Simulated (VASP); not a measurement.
# SiC (P6_3mc) in VASP: further runs

The runs below take SiC through relaxation of cell and atoms, with PBE+D3(BJ).

Everything below comes from runs of VASP 6.6.1. Logs are shortened: lines on timing, memory, paths and dates and some standing lists are left out, and cuts for length are marked.

**1. The crystal as given**

The structure is hexagonal, space group P6_3mc (No. 186). The conventional cell has a = 3.076 Å, b = 3.076 Å, c = 5.048 Å, α = 90.00°, β = 90.00°, γ = 120.00°. Si (site symmetry 3m) is surrounded by 4 C at 1.87 to 1.94 Å. C (site symmetry 3m) is surrounded by 4 Si at 1.87 to 1.94 Å.

**2. Relaxation of cell and atoms, PBE+D3(BJ)**

Input file INCAR:

```
PREC = Accurate
ENCUT = 520
EDIFF = 1E-7
ISMEAR = 0
SIGMA = 0.02
LREAL = False
LASPH = True
NELM = 80
ALGO = Normal
ISIF = 3
LWAVE = False
LCHARG = False
GGA = PE
IVDW = 12
IBRION = 2
NSW = 80
EDIFFG = -0.002
```

Input file KPOINTS:

```
Automatic mesh
0
Gamma
  12 12 6
```

Input file POSCAR:

```
SiC
1.0
    3.0760000000      0.0000000000      0.0000000000
   -1.5380000000      2.6638941400      0.0000000000
    0.0000000000      0.0000000000      5.0480000000
Si C
2 2
Direct
    0.3333333300      0.6666666700      0.0000000000
    0.6666666700      0.3333333300      0.5000000000
    0.3333333300      0.6666666700      0.3850000000
    0.6666666700      0.3333333300      0.8850000000
```

Potentials or basis: VASP PAW PBE potentials, release 64 (Si, C).

Launch:

```
> cat potpaw_PBE.64/Si/POTCAR potpaw_PBE.64/C/POTCAR > POTCAR
> mpirun -np 1 vasp_std > vasp.out
```

OUTCAR:

```text
PREC = Accurate
   ENCUT = 520
   EDIFF = 1E-7
   ISMEAR = 0
   LREAL = False
   LASPH = True
   NELM = 80
   ISIF = 3
   GGA = PE
   IVDW = 12
   IBRION = 2
   NSW = 80
   EDIFFG = -0.002
 IVDW          = 12

 ion  position               nearest neighbor table
   1  0.333  0.667  0.000-   4 1.87   4 1.87   4 1.87   3 1.94   2 3.09   2 3.09   2 3.09   2 3.09
                             2 3.09   2 3.09
   2  0.667  0.333  0.500-   3 1.87   3 1.87   3 1.87   4 1.94   1 3.09   1 3.09   1 3.09   1 3.09
                             1 3.09   1 3.09
   3  0.333  0.667  0.385-   2 1.87   2 1.87   2 1.87   1 1.94
   4  0.667  0.333  0.885-   1 1.87   1 1.87   1 1.87   2 1.94

  LATTYP: Found a hexagonal cell.
 ALAT       =     3.0760000000
 C/A-ratio  =     1.6410923277

  Lattice vectors:

 A1 = (   3.0760000000,   0.0000000000,   0.0000000000)
 A2 = (  -1.5380000000,   2.6638941400,   0.0000000000)
 A3 = (   0.0000000000,   0.0000000000,   5.0480000000)

Analysis of symmetry for initial positions (statically):
=====================================================================
 Subroutine PRICEL returns:
 Original cell was already a primitive cell.

 Routine SETGRP: Setting up the symmetry group for a
 hexagonal supercell.

 Subroutine GETGRP returns: Found 12 space group operations
 (whereof  6 operations were pure point group operations)
 out of a pool of 24 trial point group operations.

The static configuration has the point symmetry C_3v.
 The point group associated with its full space group is C_6v.

Analysis of symmetry for dynamics (positions and initial velocities):
=====================================================================
 Subroutine PRICEL returns:
 Original cell was already a primitive cell.

 Routine SETGRP: Setting up the symmetry group for a
 hexagonal supercell.

 Subroutine GETGRP returns: Found 12 space group operations
 (whereof  6 operations were pure point group operations)
 out of a pool of 24 trial point group operations.

The dynamic configuration has the point symmetry C_3v.
 The point group associated with its full space group is C_6v.

 Subroutine INISYM returns: Found 12 space group operations
 (whereof  6 operations are pure point group operations),
 and found     1 'primitive' translations

----------------------------------------------------------------------------------------

                                     Primitive cell

  volume of cell :      41.3640

  direct lattice vectors                    reciprocal lattice vectors
     3.076000000  0.000000000  0.000000000     0.325097529  0.187695146  0.000000000
    -1.538000000  2.663894140  0.000000000     0.000000000  0.375390292  0.000000000
     0.000000000  0.000000000  5.048000000     0.000000000  0.000000000  0.198098257

  length of vectors
     3.076000000  3.075999998  5.048000000     0.375390292  0.375390292  0.198098257

  position of ions in fractional coordinates (direct lattice)
     0.333333330  0.666666670  0.000000000
     0.666666670  0.333333330  0.500000000
     0.333333330  0.666666670  0.385000000
     0.666666670  0.333333330  0.885000000

  ion indices of the primitive-cell ions
   primitive index   ion index
                 1           1
                 2           2
                 3           3
                 4           4

----------------------------------------------------------------------------------------

 KPOINTS: Automatic mesh

Automatic generation of k-mesh.
 Grid dimensions read from file:
 generate k-points for:   12   12    6

 Generating k-lattice:

  Cartesian coordinates                     Fractional coordinates (reciprocal lattice)
     0.027091461  0.015641262  0.000000000     0.083333333  0.000000000  0.000000000
     0.000000000  0.031282524  0.000000000     0.000000000  0.083333333  0.000000000
     0.000000000  0.000000000  0.033016376     0.000000000  0.000000000  0.166666667

  Length of vectors
     0.031282524  0.031282524  0.033016376

  Shift w.r.t. Gamma in fractional coordinates (k-lattice)
     0.000000000  0.000000000  0.000000000

 Subroutine IBZKPT returns following result:
 ===========================================

 Found     76 irreducible k-points:

 Following reciprocal coordinates:
            Coordinates               Weight
  0.000000  0.000000  0.000000      1.000000
  0.083333 -0.000000  0.000000      6.000000
  0.166667 -0.000000  0.000000      6.000000
  0.250000  0.000000  0.000000      6.000000
  0.333333  0.000000  0.000000      6.000000
  0.416667 -0.000000  0.000000      6.000000
[... 16 lines left out ...]
  0.250000  0.000000  0.166667     12.000000
  0.333333  0.000000  0.166667     12.000000
 [... further k-points ...]
   k-points           NKPTS =     76   k-points in BZ     NKDIM =     76   number of bands    NBANDS=     12
   number of dos      NEDOS =    301   number of ions     NIONS =      4
   total plane-waves  NPLWV =  23040
   dimension x,y,z NGX =    24 NGY =   24 NGZ =   40
   dimension x,y,z NGXF=    48 NGYF=   48 NGZF=   80
   ions per type =               2   2
   NGX,Y,Z   is equivalent  to a cutoff of  12.97, 12.97, 13.17 a.u.
   NGXF,Y,Z  is equivalent  to a cutoff of  25.94, 25.94, 26.35 a.u.
 SYSTEM =  unknown system
   PREC   = accura    normal or accurate (medium, high low for compatibility)
   ISTART =      0    job   : 0-new  1-cont  2-samecut
   ICHARG =      2    charge: 1-file 2-atom 10-const
   ISPIN  =      1    spin polarized calculation?
   LNONCOLLINEAR =      F non collinear calculations
   LSORBIT =      F    spin-orbit coupling
   LASPH  =      T    aspherical Exc in radial PAW
   ENCUT  =  520.0 eV  38.22 Ry    6.18 a.u.   5.72  5.72  9.39*2*pi/ulx,y,z
   NELM   =     80;   NELMIN=  2; NELMDL= -5     # of ELM steps
   EDIFF  = 0.1E-06   stopping-criterion for ELM
   LREAL  =      F    real-space projection
   EDIFFG = -.2E-02   stopping-criterion for IOM
   NSW    =     80    number of steps for IOM
   IBRION =      2    ionic relax: 0-MD 1-quasi-New 2-CG
   NFREE  =      1    steps in history (QN), initial steepest desc. (CG)
   ISIF   =      3    stress and relaxation
   ISYM   =      2    0-nonsym 1-usesym 2-fastsym
   POTIM  = 0.5000    time-step for ionic-motion
   TEBEG  =    0.0;   TEEND  =   0.0 temperature during run
   PSTRESS=    0.0 pullay stress
   NELECT =      16.0000    total number of electrons
   NUPDOWN=      -1.0000    fix difference up-down
   EMIN   =  10.00;   EMAX   =-10.00  energy-range for DOS
   EFERMI =   0.00;   METHOD = LEGACY
   ISMEAR =     0;   SIGMA  =   0.02  broadening in eV -4-tet -1-fermi 0-gaus
   EFERMI_NEDOS =   21; number of points for ismear=-14 and -15
   IALGO  =     38    algorithm
   IMIX   =      4    mixing-type and parameters
     AMIX     =   0.40;   BMIX     =  1.00
     AMIX_MAG =   1.60;   BMIX_MAG =  1.00
  volume/ion in A,a.u.               =      10.34        69.78
  Fermi-wavevector in a.u.,A,eV,Ry     =   1.192817  2.254098 19.358549  1.422813
  Thomas-Fermi vector in A             =   2.328847
   LORBIT       =      0    0 simple, 1 ext, 2 COOP (PROOUT), +10 PAW based schemes
   GGA     = PE    functional components
   LHFCALC =     F    Hartree Fock is set to
   AEXX    =    0.0000 exact exchange contribution
   IVDW    =    12    specifies the selected vdW correction
   LEPSILON=     F    determine dielectric tensor
   LRPA    =     F    only Hartree local field effects (RPA)
 conjugate gradient relaxation of ions
 non-spin polarized calculation
 Gauss-broadening in eV      SIGMA  =   0.02
  energy-cutoff  :      520.00
  volume of cell :       41.36
 maximum number of plane-waves:      1132
 NGX is ok and might be reduce to    24
   NGX = 11   NGY = 11   NGZ = 19

--------------------------------------- Ionic step        1  -------------------------------------------

 number of electron      16.0000000 magnetization

 Free energy of the ion-electron system (eV)
  ---------------------------------------------------
  ext. energy  EPLUGINS =         0.00000000
  ---------------------------------------------------
  free energy    TOTEN  =       -30.06728671 eV

  energy without entropy =      -30.06728671  energy(sigma->0) =      -30.06728671

------------------------ aborting loop because EDIFF is reached ----------------------------------------

 Edisp (eV)   -1.20305

 E8    (eV) :    -0.4516

  FORCE on cell =-STRESS in cart. coord.  units (eV):
  Direction    XX          YY          ZZ          XY          YZ          ZX
  --------------------------------------------------------------------------------------
  -------------------------------------------------------------------------------------
  Total       0.14037     0.14037    -1.09052     0.00000     0.00000     0.00000
  in kB       5.43694     5.43694   -42.23968     0.00000     0.00000     0.00000
  external pressure =      -10.46 kB  Pullay stress =        0.00 kB
[... 233 lines left out ...]
  energy  without entropy=      -31.3075666129  energy(sigma->0) =      -31.30756661

--------------------------------------- Ionic step        7  -------------------------------------------

 number of electron      15.9999999 magnetization

 Free energy of the ion-electron system (eV)
  ---------------------------------------------------
  ext. energy  EPLUGINS =         0.00000000
  ---------------------------------------------------
  free energy    TOTEN  =       -30.09712499 eV

  energy without entropy =      -30.09712499  energy(sigma->0) =      -30.09712499

 E-fermi :   8.4818     XC(G=0): -11.3768

 val. band max:        8.3293307939   @ k =   0.0000   0.0000   0.0000
 cond. band min:      10.5928083918   @ k =   0.3333   0.3333   0.0000
 fundamental gap:      2.2634775979
 Fermi energy:         8.4817502338

 k-point     1 :       0.0000    0.0000    0.0000
  band No.  band energies     occupation
      1      -7.2890      2.00000
      2      -3.6990      2.00000
      3      -0.4039      2.00000
      4       7.0093      2.00000
      5       7.0093      2.00000
      6       8.2167      2.00000
      7       8.3293      2.00000
      8       8.3293      2.00000
      9      13.1835      0.00000
     10      14.6038      0.00000
     11      15.0305      0.00000
     12      15.0305      0.00000
[... 331 lines left out ...]
 k-point    24 :       0.3333    0.0000    0.1667
  band No.  band energies     occupation
      1      -5.3029      2.00000
      2      -2.7310      2.00000
      3       0.9844      2.00000
      4       2.6641      2.00000
      5       3.5423      2.00000
      6       5.4701      2.00000
      7       6.7203      2.00000
      8       7.2240      2.00000
      9      11.7338      0.00000
     10      12.8301      0.00000
     11      15.1998      0.00000
     12      16.1978      0.00000

 [... further k-points ...]

------------------------ aborting loop because EDIFF is reached ----------------------------------------

 Edisp (eV)   -1.21046

 E8    (eV) :    -0.4543

  FORCE on cell =-STRESS in cart. coord.  units (eV):
  Direction    XX          YY          ZZ          XY          YZ          ZX
  --------------------------------------------------------------------------------------
  -------------------------------------------------------------------------------------
  Total       0.00252     0.00252     0.00057     0.00000     0.00000     0.00000
  in kB       0.09806     0.09806     0.02231     0.00000     0.00000     0.00000
  external pressure =        0.07 kB  Pullay stress =        0.00 kB
[... 19 lines left out ...]
  FREE ENERGIE OF THE ION-ELECTRON SYSTEM (eV)
  ---------------------------------------------------
  free  energy   TOTEN  =       -31.3075883913 eV

  energy  without entropy=      -31.3075883913  energy(sigma->0) =      -31.30758839

 reached required accuracy - stopping structural energy minimisation
```

Run time: 1.9 min. Hardware: 1 thread of Intel Xeon Platinum 8259CL at 2.50GHz (Skylake/Cascade Lake), shared host; peak memory 0.19 GiB.

What came out:

```
Free energy                            : -31.3076 eV
Relaxed volume                         : 10.28 Å³/atom
Relaxed cell                           : a = 3.070 Å, b = 3.070 Å, c = 5.038 Å, α = 90.00°, β = 90.00°, γ = 120.00°
Space group after relaxing (to 0.05 Å) : P6_3mc (No. 186)
Energy gained by relaxing              : 9.3 meV/atom
Ionic steps                            : 7
Pressure after relaxing                : 0.0 GPa
Band gap on the k mesh                 : 2.26 eV, indirect (least direct gap 3.98 eV)
Dispersion energy per atom             : -0.303 eV
```

The path:
| step | energy change (eV) | largest force (eV/Å) | pressure (GPa) | volume (Å³) |
| --- | --- | --- | --- | --- |
| 1 | 0.0000 | 0.7526 | -1.05 | 41.36 |
| 2 | -0.0038 | 0.6993 | 1.10 | 40.96 |
| 3 | -0.0343 | 0.0667 | -0.20 | 41.15 |
| 4 | -0.0371 | 0.0046 | 0.31 | 41.06 |
| 5 | -0.0372 | 0.0061 | 0.23 | 41.07 |
| 6 | -0.0372 | 0.0048 | -0.18 | 41.15 |
| 7 | -0.0372 | 0.0003 | 0.01 | 41.11 |

Final structure:
```
CELL_PARAMETERS angstrom
3.06978 0.00000 0.00000
-1.53489 2.65851 0.00000
0.00000 0.00000 5.03773
ATOMIC_POSITIONS crystal
Si 0.33333 0.66667 0.00460
Si 0.66667 0.33333 0.50460
C 0.33333 0.66667 0.38040
C 0.66667 0.33333 0.88040
```

**3. Relaxation of cell and atoms, PBE+D3(BJ)**

This run uses another cell than the first one, of 10.28 Å³/atom, 0.994 times its volume.

INCAR is that of step 2.

KPOINTS is that of step 2.

Input file POSCAR:

```
SiC                                     
1.0
    3.0697772837      0.0000000000      0.0000000000
   -1.5348886419      2.6585051096     -0.0000000000
   -0.0000000000      0.0000000000      5.0377284574
  Si              C             
     2     2
Direct
     0.3333333300000021    0.6666666699999979    0.0046021447010968
     0.6666666699999979    0.3333333300000021    0.5046021447010968
     0.3333333300000021    0.6666666699999979    0.3803978552989012
     0.6666666699999979    0.3333333300000021    0.8803978552989012
```

Potentials or basis: VASP PAW PBE potentials, release 64 (Si, C).

Launch:

```
> cat potpaw_PBE.64/Si/POTCAR potpaw_PBE.64/C/POTCAR > POTCAR
> mpirun -np 1 vasp_std > vasp.out
```

Run time: 26 s. Hardware: 1 thread of Intel Xeon Platinum 8259CL at 2.50GHz (Skylake/Cascade Lake), shared host; peak memory 0.18 GiB.

It converged, with:

```
Free energy                : -31.3075 eV
Pressure after relaxing    : 0.0 GPa
Band gap on the k mesh     : 2.26 eV, indirect (least direct gap 3.98 eV)
Dispersion energy per atom : -0.303 eV
```

Final structure:
```cif
data_structure
_symmetry_space_group_name_H-M 'P 1'
_symmetry_Int_Tables_number 1
_cell_length_a 3.0698
_cell_length_b 3.0698
_cell_length_c 5.0377
_cell_angle_alpha 90.000
_cell_angle_beta 90.000
_cell_angle_gamma 120.000
_cell_volume 41.11
loop_
_atom_site_label
_atom_site_type_symbol
_atom_site_fract_x
_atom_site_fract_y
_atom_site_fract_z
_atom_site_occupancy
Si1 Si 0.33333 0.66667 0.00460 1
Si2 Si 0.66667 0.33333 0.50460 1
C1 C 0.33333 0.66667 0.38040 1
C2 C 0.66667 0.33333 0.88040 1
```

Levels at points of the mesh, in eV from the valence-band top:
| k point | band 6 | band 7 | band 8 | band 9 | band 10 | band 11 |
| --- | --- | --- | --- | --- | --- | --- |
| (0.00, 0.00, 0.00) | -0.11 | 0.00 | 0.00 | 4.85 | 6.27 | 6.70 |
| (0.50, 0.00, 0.00) | -3.33 | -3.30 | -1.20 | 2.79 | 4.23 | 6.93 |
| (0.00, 0.00, 0.50) | -0.71 | -0.71 | -0.71 | 5.95 | 5.95 | 7.38 |
| (0.50, 0.00, 0.50) | -2.45 | -2.34 | -2.34 | 3.30 | 3.30 | 5.28 |

Caveat: the relaxation stopped at its first step, so nothing moved. A k mesh can miss the band edges.
